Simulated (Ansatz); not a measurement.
A distorted cell of GeO2 (alpha-quartz type, space group P3_121):

```
GeO2
1.0
    5.09349     0.00000     0.00000
   -2.54674     4.41109     0.00000
    0.00000     0.00000     5.76775
Ge O
3 6
Direct
  0.45736   0.00342   0.82792
  0.99658   0.45394   0.16125
  0.54606   0.54264   0.49459
  0.39614   0.27160   0.75415
  0.72840   0.12454   0.08748
  0.87546   0.60386   0.42081
  0.07395   0.67528   0.93710
  0.32472   0.39867   0.27043
  0.60133   0.92605   0.60376
```

Computed with PBE (plane waves to 420 eV, PAW, scalar-relativistic; Ansatz, a quantum-chemistry and plane-wave program). k mesh 8×8×6 (Γ-centred), Fermi-Dirac smearing 0.05 eV. Compression counts positive. GeO2 was relaxed with its symmetry unable to fall.

Task: Predict the force on every atom, in eV/Å.

Result: 
```
atom      Fx      Fy      Fz
----  ------  ------  ------
Ge1    0.519  -3.173   5.878
Ge2    2.488   2.036   5.878
Ge3   -3.007   1.137   5.878
O4    -3.807   5.271  -2.219
O5    -2.662  -5.933  -2.219
O6     6.469   0.661  -2.219
O7     1.253   4.498  -3.658
O8    -4.522  -1.164  -3.658
O9     3.269  -3.334  -3.658
```

Task: What is the stress tensor (GPa)?

Result: 
```
   12.5      0.0      0.0
    0.0     12.5      0.0
    0.0      0.0     10.4
```
The pressure, a third of the trace, is 11.8 GPa.

(For displaced atoms, the force is minus the slope of the energy, and its curvature is a force constant, which sets phonon frequencies.)
